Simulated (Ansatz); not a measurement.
# Hf (P6_3/mmc) in Ansatz: a series of runs

The runs below take Hf through single point, equation of state, with r2SCAN.

All numbers are computed with Ansatz 0.2.0; they aren't measurements. Logs are shortened: lines on timing, memory, paths and dates and some standing lists are left out, and cuts for length are marked.

## 1. Starting point

It takes space group P6_3/mmc (No. 194, hexagonal). The conventional cell has a = 3.197 Å, b = 3.197 Å, c = 5.058 Å, α = 90.00°, β = 90.00°, γ = 120.00°. Hf (site symmetry -6m2) has 12 Hf at 3.13 to 3.20 Å as nearest neighbours.

## 2. Single point, r2SCAN, 21.04 Å³/atom (volume scaled by 0.94)

input.yaml reads:

```yaml
crystal:
  lattice:
    - [3.1314429137, 0.0, 0.0]
    - [-1.5657214569, 2.7119091138, 0.0]
    - [0.0, 0.0, 4.9545506207]
  atoms:
    - { symbol: Hf, position: [0.6666666667, 0.3333333333, 0.75] }
    - { symbol: Hf, position: [0.3333333333, 0.6666666667, 0.25] }
hamiltonian:
  xc: r2scan
  pseudopotentials: { kind: paw }
kpoints:
  mp_grid: { grid: [10, 10, 5] }
scf:
  occupations: { method: fermi_dirac, width: 0.05 }
output:
  forces: true
  stress: true
  eigenvalues: true
  write_density: true
  write_potential: true
  elf: true
  volumetric_format: npy
```

Potentials or basis: Ansatz PAW.

Run with:

```console
ansatz run input.yaml --threads 2 --pin off --max-ram 5632MiB --backend cpu --events-out ev --progress --plain --runs-dir out
```

The program printed:

```text
Warning: RAYON_NUM_THREADS=2 ignored (pool sized by the plan → 2); use --threads N
Engine: ansatz 0.2.0, aarch64-unknown-linux-gnu
Pseudopotentials: kind: paw
Pseudopotential: Hf, paw, valence charge 26, recommended cutoff 500 eV (meta_gga), Hf.paw.azcp
Functional definition: r2SCAN
  parameter k0 = 0.174
  parameter k1 = 0.065
  parameter a1 = 4.9479
  exchange = r2scan_x(k0 = k0, k1 = k1, a1 = a1)
  correlation = r2scan_c
Crystal: 2 atoms, lattice volume = 42.075 Å³
Basis set: ecut = 500 eV, 1087 PW (Γ), exchange–correlation on 96×96×160 points (64 copies of the dense FFT grid, shifted against one another)
Bands: 32, of which v1, the nominal top of the filled ones, is band 26 counted from 1 (25 counted from 0)
Symmetry: 24 space group operations
Space group: P63/mmc (ITA 194), of the structure as read, at distance tolerance 3.5e-5 Å
k-points: 42 of 500
Non-local potential: Hf, projectors of the file, l = 0: 3, l = 1: 2, l = 2: 2, l = 3: 3
PAW form: soft (Blöchl's): semilocal exchange-correlation on the pseudo side does not see the compensation charge
PAW frozen core: Hf, regenerated for the run's functional (the file was generated under x = pbe(κ = 0.804, μ = 0.2195149727645171), c = pbe(β = 0.06672455060314922))
PAW one-centre angular grid: Hf, 974 points (default); XC on 160 Gauss nodes
Initial density: superposition of atomic densities (neutral atoms: chi_scale 0, normalization atom), corrected by the library's trained network
Initial wavefunctions: pseudopotential atomic-orbital guess
Functional: x = r2scan, c = r2scan; τ floored in thin density (d = 2e-4 eV/Å³)
SCF iter   1: F=—  HF=-31466.041241 eV  |F-HF|=—  |Δ(HF+E_count)|=         —  Δρ=9.12e-3  dr2=1.86e-2  dr2_τ=3.32e-2  ethr=1.77e-3  ⟨swp⟩=4.0  Hψ=4386  notcnv=0
preconditioner: auto → Kerker (q_TF=auto, 2.826 Å⁻¹)  [metal: Δε(μ)=0.180 eV  Ē_g=18.469 eV  σ=0.050 eV  W_gap=0.50  n_scr=22 (ndim 8)  ℏωp=39.7 eV  f_vac=0.000  D(μ)=1.03/eV (n_scr^D=2)]
SCF iter   2: F=—  HF=-31466.068643 eV  |F-HF|=—  |Δ(HF+E_count)|=   2.74e-2  Δρ=4.30e-3  dr2=4.62e-3  dr2_τ=1.72e-3  ethr=3.57e-5  ⟨swp⟩=2.0  Hψ=3021  notcnv=0  defer=10
SCF iter   3: F=—  HF=-31466.068325 eV  |F-HF|=—  |Δ(HF+E_count)|=   3.18e-4  Δρ=3.56e-3  dr2=3.08e-3  dr2_τ=2.94e-4  ethr=8.89e-6  ⟨swp⟩=2.9  Hψ=2943  notcnv=0  defer=10
SCF iter   4: F=—  HF=-31466.069994 eV  |F-HF|=—  |Δ(HF+E_count)|=   1.67e-3  Δρ=5.52e-4  dr2=7.30e-5  dr2_τ=4.96e-6  ethr=5.92e-6  ⟨swp⟩=2.0  Hψ=2466  notcnv=0  defer=10
SCF iter   5: F=—  HF=-31466.069957 eV  |F-HF|=—  |Δ(HF+E_count)|=   3.69e-5  Δρ=2.16e-4  dr2=1.65e-5  dr2_τ=1.60e-6  ethr=1.40e-7  ⟨swp⟩=2.0  Hψ=2418  notcnv=0  defer=10
SCF iter   6: F=—  HF=-31466.069964 eV  |F-HF|=—  |Δ(HF+E_count)|=   7.07e-6  Δρ=3.30e-5  dr2=4.12e-7  dr2_τ=5.75e-8  ethr=3.18e-8  ⟨swp⟩=2.0  Hψ=2173  notcnv=0  defer=10
SCF iter   7: F=-31466.069964 eV  HF=-31466.069964 eV  |F-HF|=2.54e-8  |Δ(HF+E_count)|=   9.69e-8  Δρ=1.46e-5  dr2=7.70e-8  dr2_τ=2.27e-9  ethr=1.92e-10  ⟨swp⟩=10.4  Hψ=11575  notcnv=0
SCF 1 converged in 7 iterations: F = -31466.069964 eV  dr2 = 7.70e-8
SCF converged after 7 iterations
Free energy (F): -31466.069964 eV
Harris-Foulkes:  -31466.069964 eV  (|F-HF|=2.54e-8)
Internal energy: -31466.061272 eV  (E = F + TS)
E sigma→0 (E₀):  -31466.065618 eV
Entropy (-TS):   -0.008692 eV (-4.346 meV/atom)
Fermi energy:    21.189359 eV
--- Per-component energies (eV) ---
  E_band       = 118.735366
  E_kinetic    = 854.061059
  E_local      = -9817.647201  (includes V_loc(G=0)·N_el)
  E_nonlocal   = -2496.801911
  E_hartree    = 4650.685125
  E_xc         = -568.612955
  E_vxc        = -589.384799  (∫ρ·V_xc dr)
  E_paw        = -13905.801989  (= ΣΔE_a)
  E_vpaw       = 2838.020004  (= ΣTr[D̂ρ^β])
  E_aug_tail   = -0.000002  (compensation charges beyond the density's cutoff)
  E_vtau       = 29.127174  (kinetic-family band-sum trace: ∫τ·v_τ [+ j·A + Jᵃ·Aᵃ] dr)
  E_ewald      = -10182.586441
  E_core_change = 0.643044  (= ΣΔE_core)
  E_smearing   = -0.008692  (= −TS)
  E_closure    = 0.000000  (closes the sum)
  Σ components = -31466.069964   (vs F -31466.069964, Δ=0.00e0)
--- Forces (eV/Å), atoms counted from 1 ---
  atom   1  Hf    -0.00000000     0.00000000     0.00000000
  atom   2  Hf     0.00000000     0.00000000     0.00000000
  max |Σ_I F_I| component: 3.70e-17 eV/Å
--- Stress (GPa, compression-positive) ---
        7.380547       0.000000       0.000000
        0.000000       7.380547       0.000000
        0.000000       0.000000       6.677225
  P = ⅓ Tr σ = 7.1461 GPa (71.461 kbar)
--- Band table (eV; the first three rows and the last of 42) ---
  k-point 0: bands = ["-42.3259", "-42.2246", "-10.9682", "-10.0229", "-10.0229", "-9.8657", "-9.8657", "-9.8651", "9.2482", "9.2894", "9.2979", "9.2979", "9.2985", "9.3000", "9.3000", "9.3147", "9.3147", "9.3193", "9.3459", "9.3459", "9.3957", "9.4001", "13.2676", "17.1581", "21.9045", "22.5364", "22.5364", "22.8661", "23.4843", "23.4843", "24.2640", "24.2640"]
  k-point 1: bands = ["-42.3163", "-42.2343", "-10.8703", "-10.0080", "-10.0080", "-9.9788", "-9.8809", "-9.8809", "9.2494", "9.2819", "9.2819", "9.2882", "9.2953", "9.3018", "9.3018", "9.3213", "9.3224", "9.3224", "9.3533", "9.3533", "9.3961", "9.3997", "13.6737", "16.9673", "21.4332", "22.3687", "22.3687", "22.5013", "23.1703", "23.1703", "24.8660", "24.8660"]
  k-point 2: bands = ["-42.2911", "-42.2598", "-10.6071", "-10.2672", "-9.9690", "-9.9690", "-9.9204", "-9.9204", "9.2561", "9.2704", "9.2767", "9.2767", "9.2845", "9.2845", "9.3077", "9.3181", "9.3442", "9.3442", "9.3558", "9.3558", "9.3972", "9.3986", "14.7648", "16.1096", "21.1403", "21.7002", "22.3188", "22.3188", "22.6304", "22.6304", "26.0688", "26.0688"]
  k-point 41: bands = ["-42.2201", "-42.2161", "-10.7194", "-10.7049", "-10.4647", "-10.3645", "-10.0688", "-10.0380", "9.2836", "9.2913", "9.2948", "9.3018", "9.3036", "9.3078", "9.3181", "9.3192", "9.3214", "9.3227", "9.3253", "9.3325", "9.3706", "9.3709", "18.9155", "18.9289", "19.8014", "20.0160", "20.8600", "21.1441", "23.6524", "24.6031", "26.9135", "27.3085"]
```

Run time: 5 s. Hardware: 2 threads of Arm Neoverse V1, shared host; peak memory 0.45 GiB.

What came out:

```
Free energy            : -31466.0700 eV
Pressure               : 7.1 GPa
Band gap on the k mesh : none (metal or under the smearing width)
```

Caveat: the PAW data sets come from PBE, with cores solved anew for the run's functional, which leaves a small shift of forces and pressure.

## 3. Single point, r2SCAN, 21.49 Å³/atom (volume scaled by 0.96)

Changes to input.yaml since step 2:

```diff
@@ -2,5 +2,5 @@
   lattice:
-    - [3.1314429137, 0.0, 0.0]
-    - [-1.5657214569, 2.7119091138, 0.0]
-    - [0.0, 0.0, 4.9545506207]
+    - [3.1534960552, 0.0, 0.0]
+    - [-1.5767480276, 2.7310076946, 0.0]
+    - [0.0, 0.0, 4.9894429718]
   atoms:
@@ -19,5 +19 @@
   eigenvalues: true
-  write_density: true
-  write_potential: true
-  elf: true
-  volumetric_format: npy
```

Potentials or basis: Ansatz PAW.

Run with:

```console
ansatz run input.yaml --threads 2 --pin off --max-ram 5632MiB --backend cpu --events-out ev --progress --plain --runs-dir out
```

Wall time 3.6 s (2 threads of Arm Neoverse V1, shared host); peak memory 0.45 GiB.

Results (log left out):

| Property | Result |
| --- | --- |
| Free energy | -31466.1022 eV |
| Pressure | 4.4 GPa |
| Band gap on the k mesh | none (metal or under the smearing width) |

Caveat: the PAW data sets come from PBE, with cores solved anew for the run's functional, which leaves a small shift of forces and pressure.

## 4. Single point, r2SCAN, 21.93 Å³/atom (volume scaled by 0.98)

Changes to input.yaml since step 3:

```diff
@@ -2,5 +2,5 @@
   lattice:
-    - [3.1534960552, 0.0, 0.0]
-    - [-1.5767480276, 2.7310076946, 0.0]
-    - [0.0, 0.0, 4.9894429718]
+    - [3.1752449911, 0.0, 0.0]
+    - [-1.5876224956, 2.7498428256, 0.0]
+    - [0.0, 0.0, 5.0238540107]
   atoms:
```

Run with:

```console
ansatz run input.yaml --threads 2 --pin off --max-ram 5632MiB --backend cpu --events-out ev --progress --plain --runs-dir out
```

Run time: 4.1 s. Hardware: 2 threads of Arm Neoverse V1, shared host; peak memory 0.45 GiB.

It converged, with:

```yaml
Free_energy: -31466.1199 eV
Pressure: 2.0 GPa
Band_gap_on_the_k_mesh: none (metal or under the smearing width)
```

Caveat: the PAW data sets come from PBE, with cores solved anew for the run's functional, which leaves a small shift of forces and pressure.

## 5. Single point, r2SCAN, 22.38 Å³/atom

Changes to input.yaml since step 4:

```diff
@@ -2,5 +2,5 @@
   lattice:
-    - [3.1752449911, 0.0, 0.0]
-    - [-1.5876224956, 2.7498428256, 0.0]
-    - [0.0, 0.0, 5.0238540107]
+    - [3.1967, 0.0, 0.0]
+    - [-1.59835, 2.7684234083, 0.0]
+    - [0.0, 0.0, 5.0578]
   atoms:
```

Run with:

```console
ansatz run input.yaml --threads 2 --pin off --max-ram 5632MiB --backend cpu --events-out ev --progress --plain --runs-dir out
```

Run time: 4.2 s. Hardware: 2 threads of Arm Neoverse V1, shared host; peak memory 0.45 GiB.

It converged, with:

* Free energy: -31466.1244 eV
* Pressure: -0.3 GPa
* Band gap on the k mesh: none (metal or under the smearing width)

Caveat: the PAW data sets come from PBE, with cores solved anew for the run's functional, which leaves a small shift of forces and pressure.

## 6. Single point, r2SCAN, 22.83 Å³/atom (volume scaled by 1.02)

Changes to input.yaml since step 5:

```diff
@@ -2,5 +2,5 @@
   lattice:
-    - [3.1967, 0.0, 0.0]
-    - [-1.59835, 2.7684234083, 0.0]
-    - [0.0, 0.0, 5.0578]
+    - [3.2178708157, 0.0, 0.0]
+    - [-1.6089354078, 2.7867578725, 0.0]
+    - [0.0, 0.0, 5.0912963404]
   atoms:
```

Potentials or basis: Ansatz PAW.

Run with:

```console
ansatz run input.yaml --threads 2 --pin off --max-ram 5632MiB --backend cpu --events-out ev --progress --plain --runs-dir out
```

Run time: 4.1 s. Hardware: 2 threads of Arm Neoverse V1, shared host; peak memory 0.45 GiB.

The run converged. Its results:

| Item | Value |
| --- | --- |
| Free energy | -31466.1171 eV |
| Pressure | -2.3 GPa |
| Band gap on the k mesh | none (metal or under the smearing width) |

Caveat: the PAW data sets come from PBE, with cores solved anew for the run's functional, which leaves a small shift of forces and pressure.

## 7. Single point, r2SCAN, 23.28 Å³/atom (volume scaled by 1.04)

Changes to input.yaml since step 6:

```diff
@@ -2,5 +2,5 @@
   lattice:
-    - [3.2178708157, 0.0, 0.0]
-    - [-1.6089354078, 2.7867578725, 0.0]
-    - [0.0, 0.0, 5.0912963404]
+    - [3.2387666662, 0.0, 0.0]
+    - [-1.6193833331, 2.8048542099, 0.0]
+    - [0.0, 0.0, 5.1243576326]
   atoms:
```

Run with:

```console
ansatz run input.yaml --threads 2 --pin off --max-ram 5632MiB --backend cpu --events-out ev --progress --plain --runs-dir out
```

It took 4.1 s on 2 threads of Arm Neoverse V1, shared host; peak memory 0.45 GiB.

The run converged. Its results:

| Property | Result |
| --- | --- |
| Free energy | -31466.0990 eV |
| Pressure | -4.2 GPa |
| Band gap on the k mesh | none (metal or under the smearing width) |

Caveat: the PAW data sets come from PBE, with cores solved anew for the run's functional, which leaves a small shift of forces and pressure.

## 8. Single point, r2SCAN, 23.72 Å³/atom (volume scaled by 1.06)

Changes to input.yaml since step 7:

```diff
@@ -2,5 +2,5 @@
   lattice:
-    - [3.2387666662, 0.0, 0.0]
-    - [-1.6193833331, 2.8048542099, 0.0]
-    - [0.0, 0.0, 5.1243576326]
+    - [3.2593963094, 0.0, 0.0]
+    - [-1.6296981547, 2.822720005, 0.0]
+    - [0.0, 0.0, 5.1569977332]
   atoms:
```

Run with:

```console
ansatz run input.yaml --threads 2 --pin off --max-ram 5632MiB --backend cpu --events-out ev --progress --plain --runs-dir out
```

It took 4.2 s on 2 threads of Arm Neoverse V1, shared host; peak memory 0.45 GiB.

Results (log left out):

| Property | Result |
| --- | --- |
| Free energy | -31466.0709 eV |
| Pressure | -5.9 GPa |
| Band gap on the k mesh | none (metal or under the smearing width) |

Caveat: the PAW data sets come from PBE, with cores solved anew for the run's functional, which leaves a small shift of forces and pressure.

## 9. Equation of state, r2SCAN

Potentials or basis: Ansatz PAW.

This step only gathers the single runs of the series.

What came out:

| Item | Value |
| --- | --- |
| Equilibrium volume | 22.32 Å³/atom |
| Bulk modulus at fixed shape and positions | 108 GPa |
| Pressure derivative of the bulk modulus | 3.8 |

Energy against volume, from the lowest point:
```
volume (Å³/atom)  energy (meV/atom)
          21.037              27.23
          21.485              11.12
          21.933               2.28
          22.380               0.00
          22.828               3.66
          23.276              12.73
          23.723              26.77
```

Caveat: the cell was scaled at fixed shape and fractional positions, which overstates the stiffness of a crystal with free parameters, most of all of layers and chains; the PAW data sets were made with another functional, which shifts forces and pressure a little.
